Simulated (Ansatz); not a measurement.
SnO, 4 atoms in the cell. The structure is tetragonal, space group P4/nmm (No. 129). Conventional cell: a = 3.814 Å, b = 3.814 Å, c = 4.887 Å, α = 90.00°, β = 90.00°, γ = 90.00°. Sn (site symmetry 4mm) has 4 O at 2.23 Å as nearest neighbours. Around O (site symmetry -4m2) lie 4 Sn at 2.23 Å. The cell is a database's computed one.

* Program: Ansatz 0.2.0
* Task: relaxation of cell and atoms
* Functional: PBE
* Potentials or basis: Ansatz PAW
* Cutoff: 420 eV (not typed: the program's choice for these potentials)
* k mesh: 7 × 7 × 6
* Occupations: fermi-dirac, width 0.05 eV
* Spin: no spin polarisation
* Target pressure: 5 GPa
* Target pressure (GPa): 5

Potentials or basis: Ansatz PAW.

The run is started by

```sh
$ ansatz run input.yaml --threads 2 --pin off --max-ram 5632MiB --backend cpu --events-out ev --progress --plain --runs-dir out
```

Hardware: 2 threads of Intel(R) Xeon(R) Platinum 8259CL CPU @ 2.50GHz (Skylake/Cascade Lake) (shared host).

**Question.** Estimate the wall time of this run.

**Answer.** Run time: 18 s on 2 threads of Intel(R) Xeon(R) Platinum 8259CL CPU @ 2.50GHz (Skylake/Cascade Lake) (shared host), peak memory 0.44 GiB. Counts: scf iterations 49, plane waves 1295, k points 40, bands 24, ion steps 8.
